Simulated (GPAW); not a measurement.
# Li2O (Fm-3m) in GPAW: single point with PBE

Aim: the single point of Li2O with PBE.

Everything below comes from runs of GPAW 26.7.0. Logs are shortened: lines on timing, memory, paths and dates and some standing lists are left out, and cuts for length are marked. The log counts tension as positive stress, the text compression.

### Step 1. The crystal as given

It takes space group Fm-3m (No. 225, cubic). Conventional cell: a = 4.654 Å, b = 4.654 Å, c = 4.654 Å, α = 90.00°, β = 90.00°, γ = 90.00°. O (site symmetry m-3m) has 8 Li at 2.02 Å as nearest neighbours. Li (site symmetry -43m) is surrounded by 4 O at 2.02 Å.

The cell comes from a database or a generator and needn't be the stable form of this composition.

### Step 2. Single point, PBE

run.py reads:

```python
from ase import Atoms
from ase.dft.bandgap import bandgap
from ase.io import write
from ase.units import GPa
from gpaw import GPAW, PW

atoms = Atoms(['O', 'Li', 'Li'],
              cell=[[0.0, 2.3268543819, 2.3268543819],
                    [2.3268543819, 0.0, 2.3268543819],
                    [2.3268543819, 2.3268543819, 0.0]],
              scaled_positions=[[0.0, 0.0, 0.0],
                                [0.25, 0.25, 0.25],
                                [0.75, 0.75, 0.75]],
              pbc=True)

calc = GPAW(mode=PW(600),
            xc='PBE',
            kpts={'size': (8, 8, 8), 'gamma': True},
            occupations={'name': 'fermi-dirac', 'width': 0.05},
            nbands=12,
            maxiter=120,
            txt='gpaw.txt')
atoms.calc = calc
energy = atoms.get_potential_energy()
forces = atoms.get_forces()
stress = atoms.get_stress()
calc.write('gs.gpw')
write('result.traj', atoms)
print(f'Energy: {energy:.6f} eV')
print('Forces (eV/A):')
print(forces.round(4))
print('Stress (GPa):', (stress / GPa).round(3))
print('Fermi level:', round(calc.get_fermi_level(), 4), 'eV')
print(f'Gap: {bandgap(calc)[0]:.4f} eV, direct: {bandgap(calc, direct=True)[0]:.4f} eV')
```

Potentials or basis: GPAW PAW data sets (gpaw-data 1.2.1), pw.

Command:

```console
> OMP_NUM_THREADS=1 python run.py
```

gpaw.txt:

```text
__  _  _
 | _ |_)|_||  |
 |__||  | ||/\| - 26.7.0

Input parameters:
  mode=PW(ecut=600.0),
  kpts=MonkhorstPack(size=(8, 8, 8), gamma=True),
  maxiter=120,
  nbands=12,
  occupations=Occupations(name='fermi-dirac', width=0.05),
  xc=XC(name='PBE')

Diagonalizing LCAO Hamiltonian
Converting LCAO to pw mode

                  Li

           Li

       O

Atoms  # Å, Bohr magnetons
|   | symbol |        x |        y |        z |    initial magnetic moments |
|---|--------|----------|----------|----------|-----------------------------|
| 0 |      O | 0.000000 | 0.000000 | 0.000000 | ( 0.0000,  0.0000,  0.0000) |
| 1 |     Li | 1.163427 | 1.163427 | 1.163427 | ( 0.0000,  0.0000,  0.0000) |
| 2 |     Li | 3.490282 | 3.490282 | 3.490282 | ( 0.0000,  0.0000,  0.0000) |

Unit cell  # Å
| periodic |        x |        y |        z |  lengths |    angles |
|----------|----------|----------|----------|----------|-----------|
|      yes | 0.000000 | 2.326854 | 2.326854 | 3.290669 | 60.000000 |
|      yes | 2.326854 | 0.000000 | 2.326854 | 3.290669 | 60.000000 |
|      yes | 2.326854 | 2.326854 | 0.000000 | 3.290669 | 60.000000 |

Number of symmetries: 48
Symmetry operations  # r_c * U_cc + t_c -> r_c
|    | kind |            matrix            |
|----|------|------------------------------|
|  0 |  σ   |  1, 0, 0,  1, 0,-1,  1,-1, 0 |
|  1 |  C2  |  1, 0, 0,  1,-1, 0,  1, 0,-1 |
|  2 |  E   |  1, 0, 0,  0, 1, 0,  0, 0, 1 |
|  3 |  σ   |  1, 0, 0,  0, 0, 1,  0, 1, 0 |
|  4 |  C4  |  1, 0,-1,  1, 0, 0,  1,-1, 0 |
|  5 |  S6  |  1, 0,-1,  1,-1, 0,  1, 0, 0 |
|  6 |  σ   |  1, 0,-1,  0, 1,-1,  0, 0,-1 |
|  7 |  C3  |  1, 0,-1,  0, 0,-1,  0, 1,-1 |
|  8 |  S6  |  1,-1, 0,  1, 0, 0,  1, 0,-1 |
|  9 |  C4  |  1,-1, 0,  1, 0,-1,  1, 0, 0 |
| 10 |  C3  |  1,-1, 0,  0,-1, 1,  0,-1, 0 |
| 11 |  σ   |  1,-1, 0,  0,-1, 0,  0,-1, 1 |
| 12 |  σ   |  0, 1, 0,  1, 0, 0,  0, 0, 1 |
| 13 |  C4  |  0, 1, 0,  0, 1,-1, -1, 1, 0 |
| 14 |  C3  |  0, 1, 0,  0, 0, 1,  1, 0, 0 |
| 15 |  S6  |  0, 1, 0, -1, 1, 0,  0, 1,-1 |
| 16 |  C2  |  0, 1,-1,  1, 0,-1,  0, 0,-1 |
| 17 |  σ   |  0, 1,-1,  0, 1, 0, -1, 1, 0 |
| 18 |  S4  |  0, 1,-1,  0, 0,-1,  1, 0,-1 |
| 19 |  C4  |  0, 1,-1, -1, 1, 0,  0, 1, 0 |
| 20 |  C3  |  0, 0, 1,  1, 0, 0,  0, 1, 0 |
| 21 |  σ   |  0, 0, 1,  0, 1, 0,  1, 0, 0 |
| 22 |  S6  |  0, 0, 1,  0,-1, 1, -1, 0, 1 |
| 23 |  C4  |  0, 0, 1, -1, 0, 1,  0,-1, 1 |
| 24 |  S4  |  0, 0,-1,  1, 0,-1,  0, 1,-1 |
| 25 |  C3  |  0, 0,-1,  0, 1,-1,  1, 0,-1 |
| 26 |  C2  |  0, 0,-1,  0,-1, 0, -1, 0, 0 |
| 27 |  S6  |  0, 0,-1, -1, 0, 0,  0,-1, 0 |
| 28 |  S4  |  0,-1, 1,  1,-1, 0,  0,-1, 0 |
| 29 |  C4  |  0,-1, 1,  0, 0, 1, -1, 0, 1 |
| 30 |  C2  |  0,-1, 1,  0,-1, 0,  1,-1, 0 |
| 31 |  σ   |  0,-1, 1, -1, 0, 1,  0, 0, 1 |
| 32 |  C3  |  0,-1, 0,  1,-1, 0,  0,-1, 1 |
| 33 |  S6  |  0,-1, 0,  0, 0,-1, -1, 0, 0 |
| 34 |  S4  |  0,-1, 0,  0,-1, 1,  1,-1, 0 |
| 35 |  C2  |  0,-1, 0, -1, 0, 0,  0, 0,-1 |
| 36 |  C2  | -1, 1, 0,  0, 1, 0,  0, 1,-1 |
| 37 |  S6  | -1, 1, 0,  0, 1,-1,  0, 1, 0 |
| 38 |  S4  | -1, 1, 0, -1, 0, 1, -1, 0, 0 |
| 39 |  C3  | -1, 1, 0, -1, 0, 0, -1, 0, 1 |
| 40 |  S6  | -1, 0, 1,  0, 0, 1,  0,-1, 1 |
| 41 |  C2  | -1, 0, 1,  0,-1, 1,  0, 0, 1 |
| 42 |  C3  | -1, 0, 1, -1, 1, 0, -1, 0, 0 |
| 43 |  S4  | -1, 0, 1, -1, 0, 0, -1, 1, 0 |
| 44 |  C2  | -1, 0, 0,  0, 0,-1,  0,-1, 0 |
| 45 |  i   | -1, 0, 0,  0,-1, 0,  0, 0,-1 |
| 46 |  σ   | -1, 0, 0, -1, 1, 0, -1, 0, 1 |
| 47 |  C2  | -1, 0, 0, -1, 0, 1, -1, 1, 0 |

BZ-sampling:
  Number of BZ points: 512
  Number of IBZ points: 29

  Monkhorst-Pack size: [8, 8, 8]
  Monkhorst-Pack shift: [0.0625, 0.0625, 0.0625]

K-points  # in reciprocal-cell coordinates
|     |                                coordinates |     weight |
|-----|--------------------------------------------|------------|
|   0 | (  0.00000000,   0.00000000,   0.00000000) | 0.00195312 |
|   1 | (  0.12500000,   0.12500000,   0.00000000) | 0.01171875 |
|   2 | (  0.12500000,   0.12500000,   0.12500000) | 0.01562500 |
|   3 | (  0.25000000,   0.12500000,   0.12500000) | 0.02343750 |
|   4 | (  0.25000000,   0.25000000,   0.00000000) | 0.01171875 |
|   5 | (  0.25000000,   0.25000000,   0.12500000) | 0.04687500 |
|   6 | (  0.25000000,   0.25000000,   0.25000000) | 0.01562500 |
|   7 | (  0.37500000,   0.25000000,  -0.37500000) | 0.04687500 |
|   8 | (  0.37500000,   0.25000000,   0.12500000) | 0.04687500 |
|   9 | (  0.37500000,   0.25000000,   0.25000000) | 0.04687500 |
| ... |                                            |            |
|  28 | (  0.50000000,   0.50000000,   0.50000000) | 0.00781250 |

Plane wave coefficients: 869
Cutoff: 600.0 eV

Spin-components: 1 (collinear spins)
Bands:           12
Projectors:      11
Spin-degeneracy: 2
Datatype:        complex128

Parallelization:
  kpt:    1
  domain: 1
  band:   1

Density:
  Valence electrons: 8.0
  Components: 1
  Grid points: [20 20 20]
  Charge: 0.0  # |e|

Potential:
  Grid points: [20 20 20]

species:
  O:
    name:    Oxygen
    Z:       8.0
    valence: 6
    core:    2
    charge:  0.0  # [|e|]
    compensation charges:
      type: gauss
      rc: 0.21  # [Å]
      lmax: 2
    cutoffs:
      filter: 1.17  # [Å]
      core: 0.83  # [Å]
    projectors
    | kind |    occ | energy [eV] | rcut [Å] |
    |------|--------|-------------|----------|
    |   2s |  2.000 |     -23.961 |    0.688 |
    |   2p |  4.000 |      -9.029 |    0.598 |
    |    s |        |       3.251 |    0.688 |
    |    p |        |      18.182 |    0.598 |
    |    d |        |       0.000 |    0.619 |

    Using partial waves for O as LCAO basis

  Li:
    name:    Lithium
    Z:       3.0
    valence: 1
    core:    2
    charge:  0.0  # [|e|]
    compensation charges:
      type: gauss
      rc: 0.33  # [Å]
      lmax: 2
    cutoffs:
      filter: 1.91  # [Å]
      core: 2.55  # [Å]
    projectors
    | kind |    occ | energy [eV] | rcut [Å] |
    |------|--------|-------------|----------|
    |   2s |  1.000 |      -2.874 |    1.058 |
    |   2p |  0.000 |      -1.090 |    1.058 |
    |    s |        |      24.337 |    1.058 |

    Using partial waves for Li as LCAO basis

Reference energy: -2446.427942  # eV

eigensolver:
  PPCG
  Converge bands: occupied
  niter=2

density mixing:
  MSR1-Mixer
  Pratt-step length: 0.05
  Maximum mixing coefficient: 0.75
  Old densities: 10
  SVD Regularization: 0.005
  Good broyden scale: 1.0
  Trust region scale: 1.0
  Backstep threshold: 4.0
  History deletion threshold: 6.0
  Fourier metric: weight=20.0, sigma=0.015

occupation numbers:
  Fermi-Dirac:
    width: 0.0500  # eV

poisson solver:
  ecut: 4800.0  # eV

xc functional:
  name: PBE with 2 nearest neighbor stencil

convergence criteria:
- Maximum [total energy] change in last 3 cyles: 0.0005 eV / valence electron
- Maximum integral of absolute [dens]ity change: 0.0001 electrons / valence electron
- Maximum integral of absolute [eigenst]ate change: 4e-08 eV^2 / valence electron
maximum number of iterations: 120

SCF iterations
|iter     | |      energy | eigst |  dens |
|---------|-|-------------|-------|-------|
|iter:   1| |  -15.165679 | -0.29 |       |
|iter:   2| |  -14.943211 | -2.66 | -0.75 |
|iter:   3| |  -14.350945 | -1.71 | -0.80 |
|iter:   4| |  -14.347409 | -3.16 | -1.24 |
|iter:   5| |  -14.354339 | -3.09 | -1.51 |
|iter:   6| |  -14.354464 | -5.65 | -2.59 |
|iter:   7| |  -14.354500c| -5.84 | -2.94 |
|iter:   8| |  -14.354500c| -8.36c| -4.26c|

Converged in 8 steps
Energy contributions relative to reference atoms: (reference = -2446.427942)

Energy contributions:
  Kinetic:          15.366423
  Coulomb:         -13.944003
  Zero:              0.156438
  External:          0.000000
  Xc:              -15.933358
  Entropy:          -0.000000
  Spinorbit:         0.000000
  ----------------------------
  Free energy:     -14.354500
  Extrapolated:    -14.354500

dipole moment: (-13.059063, -13.059063, -13.059063)  # |e|*Ang

Fermi level: 2.825
Eigenvalues  # (at kpt = [0.000, 0.000, 0.000])
| band index |      eig [eV] | occ [0-2] |
|------------|---------------|-----------|
|          0 |       -14.205 |     2.000 |
|          1 |         1.234 |     2.000 |
|          2 |         1.234 |     2.000 |
|          3 |         1.234 |     2.000 |
|          4 |         6.325 |     0.000 |
|          5 |        13.066 |     0.000 |
|          6 |        13.066 |     0.000 |
|          7 |        13.066 |     0.000 |
|          8 |        20.117 |     0.000 |
|          9 |        20.117 |     0.000 |
|         10 |        20.117 |     0.000 |
|         11 |        28.495 |     0.000 |

Gap: 4.931 eV
Transition (v -> c):
  (s=0, k=0, n=3, [0.00, 0.00, 0.00]) -> (s=0, k=24, n=4, [0.50, 0.50, 0.00])
Direct/indirect transitions are different
Direct gap: 5.091 eV
Transition at: (s=0, k=0, n=3, [0.00, 0.00, 0.00])

Forces  # eV/Ang
|        x |       y |       z |
|----------|---------|---------|
|  0.00000 | 0.00000 | 0.00000 |  # O    0
|  0.00000 | 0.00000 | 0.00000 |  # Li   1
| -0.00000 | 0.00000 | 0.00000 |  # Li   2

Stress tensor  # eV/Ang^3
|        x |         y |         z |
|----------|-----------|-----------|
| 0.015282 |  0.000000 |  0.000000 |
| 0.000000 |  0.015282 | -0.000000 |
| 0.000000 | -0.000000 |  0.015282 |

# Writing to gs.gpw (mode='')
```

Run time: 10 s. Hardware: 1 thread of AMD EPYC 7R43 (Zen 3), shared host; peak memory 0.14 GiB.

What came out:

```
Free energy            : -14.3545 eV
Pressure               : -2.4 GPa
Band gap on the k mesh : 4.93 eV, indirect (least direct gap 5.09 eV)
```

Levels at points of the mesh, in eV from the valence-band top:
```
           k point  band 1  band 2  band 3  band 4  band 5  band 6  band 7  band 8
(0.00, 0.00, 0.00)  -15.44    0.00    0.00    0.00    5.09   11.83   11.83   11.83
(0.50, 0.50, 0.00)  -15.13   -1.59   -1.35   -1.35    4.93   13.36   13.36   14.45
(0.50, 0.50, 0.50)  -15.19   -2.73   -0.43   -0.43    9.07    9.60   11.99   11.99
```

Caveat: the cutoff is short for stress and forces, so pressures can be off by a GPa or more.
